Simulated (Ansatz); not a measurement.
Base run

Ansatz input (lattice in Å, positions in fractions of it; a bare `kind: paw` takes the build's default datasets)
```yaml
crystal:
  lattice:
    - [-3.97891, -0.102761, 3.761055]
    - [0.086, 1.971196, 1.915147]
    - [-2.101429, 2.04855, -0.163354]
  atoms:
    - { symbol: Ni, position: [0.713989, 0.10057, 0.73706], spin: 1.6 }
    - { symbol: O, position: [0.995363, 0.636295, 1.180146] }
    - { symbol: Ni, position: [1.233649, 0.086282, 0.755179], spin: -1.6 }
    - { symbol: O, position: [1.491673, 0.572385, 1.248499] }
kpoints:
  mp_grid: { grid: [3, 3, 3] }
hamiltonian:
  xc: pbe
  pseudopotentials: { kind: paw }
  hubbard: { sites: [{ species: Ni, l: d, u_eff: 6.0 }] }
scf:
  occupations: { method: fermi_dirac, width: 0.15 }
output:
  forces: true
  stress: true
  eigenvalues: true
magnetization:
  spin_polarized: true
```

All numbers below come from PBE+U, plane waves, PAW datasets (generated soft set 1) in Ansatz 0.2.0 development build.

The cutoff used is 420 eV.

The stress includes the program's correction for the finite plane-wave basis.

The base run takes the build's default projectors for U.

It gives a pressure of 38.26 GPa and an rms force of 1.977 eV/Å, with a gap of 2.88 eV on the mesh.

What changes with orthogonalised all-electron atomic projectors for U?

The pressure goes down by 0.61 GPa, the forces move by 24.0 meV/Å (rms), the gap increases by 0.08 eV.

What changes with atomic projectors for U?

The pressure goes down by 0.84 GPa, the forces move by 82.7 meV/Å (rms), the gap drops by 0.26 eV.

The k-mesh is coarse, so these values belong to this mesh and can lie far from the converged ones. A gap read on the mesh is an upper bound of this method's gap, since the mesh can miss a band edge. The cell is a model and need not be the structure known for this compound. With open shells the self-consistent state may not be the lowest one. Semilocal functionals give gaps that mostly lie well below measured ones.
